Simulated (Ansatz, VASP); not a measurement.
**KBr in VASP and in Ansatz**

File INCAR:

```
SYSTEM = KBr
ALGO = Normal ; EDIFF = 1E-6
ENCUT = 520 ; GGA = PS
ISIF = 2 ; ISMEAR = -1
ISPIN = 2 ; LASPH = .TRUE.
LCHARG = .FALSE. ; LORBIT = 11
LREAL = .FALSE. ; LWAVE = .FALSE.
MAGMOM = 0.5 0 ; NBANDS = 19
NELM = 150 ; PREC = Accurate
SIGMA = 0.05
```

The input KPOINTS:

```
k-points
0
G
  7 7 7
  0 0 0
```

File POSCAR:

```
KBr
1.0
    0.0000000000      3.2778516817      3.2778516817
    3.2778516817      0.0000000000      3.2778516817
    3.2778516817      3.2778516817      0.0000000000
Br K
1 1
Direct
    0.5000000000      0.5000000000      0.5000000000
    0.0000000000      0.0000000000      0.0000000000
```

The input input.yaml:

```yaml
crystal:
  lattice:
    - [0.0, 3.2778516817, 3.2778516817]
    - [3.2778516817, 0.0, 3.2778516817]
    - [3.2778516817, 3.2778516817, 0.0]
  atoms:
    - { symbol: Br, position: [0.5, 0.5, 0.5], spin: 0.5 }
    - { symbol: K, position: [0.0, 0.0, 0.0] }
kpoints:
  mp_grid: { grid: [7, 7, 7] }
scf:
  occupations: { method: fermi_dirac, width: 0.05 }
hamiltonian:
  xc: pbesol
  pseudopotentials:
    kind: all_electron
    lapw: { basis_error: 0.0005 }
    nuclear_model: point
magnetization:
  spin_polarized: true
output:
  forces: true
  stress: true
  eigenvalues: true
```

Change from the starting cell: volume scaled by 0.98.

Alike in both runs: task single point; functional PBEsol; k mesh 7 × 7 × 7; occupations fermi-dirac, width 0.05 eV; collinear spin.

|  | VASP | Ansatz |
| --- | --- | --- |
| version | VASP 6.6.1 | Ansatz 0.2.0 |
| potentials or method | VASP PAW PBE potentials, release 64 (Br, K_sv) | all-electron LAPW, point nuclei |
| plane-wave cutoff (eV) | 520 | see its input |

```csv
,VASP,Ansatz,Ansatz less VASP
gap on the k mesh at the Fermi level (eV),4.33,4.33,+0.003
least direct gap on the mesh (eV),4.33,4.33,+0.003
pressure (GPa),0.0,0.0,-0.05
net moment per atom (μB),0.00,0.00,0.000
```

Ansatz ran all-electron here, so the differences hold the error of VASP's frozen core and of both bases.

Caveats: the PAW data sets were made with another functional, which shifts forces and pressure a little (VASP); the starting moments weren't kept (Ansatz).
